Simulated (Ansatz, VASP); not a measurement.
Si: VASP beside Ansatz

File POSCAR:

```
Si
1.0
    0.0000000000      2.6665274206      2.6665274206
    2.6665274206      0.0000000000      2.6665274206
    2.6665274206      2.6665274206      0.0000000000
Si
2
Direct
    0.7500000000      0.7500000000      0.7500000000
    0.5000000000      0.5000000000      0.5000000000
```

File INCAR.step1:

```
SYSTEM = Si
PREC = Accurate
ENCUT = 520
ISMEAR = 0
SIGMA = 0.02
LREAL = .False.
LASPH = .True.
NELM = 60
NBANDS = 11
GGA = PE
ALGO = Normal
EDIFF = 1E-4
LWAVE = .True.
LCHARG = .False.
```

Contents of INCAR.step2:

```
SYSTEM = Si
PREC = Accurate
ENCUT = 520
EDIFF = 1E-6
ISMEAR = 0
SIGMA = 0.02
LREAL = .False.
LASPH = .True.
NELM = 60
ALGO = Normal
ISIF = 2
LWAVE = .False.
LCHARG = .False.
METAGGA = R2SCAN
LMIXTAU = .True.
NBANDS = 11
ISTART = 1
```

File KPOINTS:

```
Automatic mesh
0
Gamma
  10 10 10
  0 0 0
```

Input for Ansatz:

```yaml
crystal:
  lattice:
    - [0.0, 2.6665274206, 2.6665274206]
    - [2.6665274206, 0.0, 2.6665274206]
    - [2.6665274206, 2.6665274206, 0.0]
  atoms:
    - { symbol: Si, position: [0.75, 0.75, 0.75] }
    - { symbol: Si, position: [0.5, 0.5, 0.5] }
basis:
  ecutwfc: 500
kpoints:
  mp_grid: { grid: [10, 10, 10] }
hamiltonian:
  xc: r2scan
scf:
  occupations: { method: gaussian, width: 0.02 }
output:
  forces: true
  stress: true
  eigenvalues: true
```

Alike in both runs: task single point; functional r2SCAN; k mesh 10 × 10 × 10; occupations gaussian, width 0.02 eV; no spin polarisation.

```csv
,VASP,Ansatz
version,VASP 6.6.1,Ansatz 0.2.0
potentials or method,"VASP PAW PBE potentials, release 64 (Si)","scalar-relativistic, plane waves, PAW"
plane-wave cutoff (eV),520,500
valence electrons in the cell,8,8
```

VASP gave:

- gap on the k mesh at the Fermi level (eV): 0.69
- least direct gap on the mesh (eV): 2.78
- pressure (GPa): 6.6

Q: Estimate Ansatz's values.

A: gap on the k mesh at the Fermi level (eV): 0.67; least direct gap on the mesh (eV): 2.76; pressure (GPa): 6.8.

Caveats: the PAW data sets were made with another functional, which shifts forces and pressure a little (VASP). A k mesh can miss the band edges. r2SCAN opens gaps a little over a GGA but as a rule still falls short of measured ones.
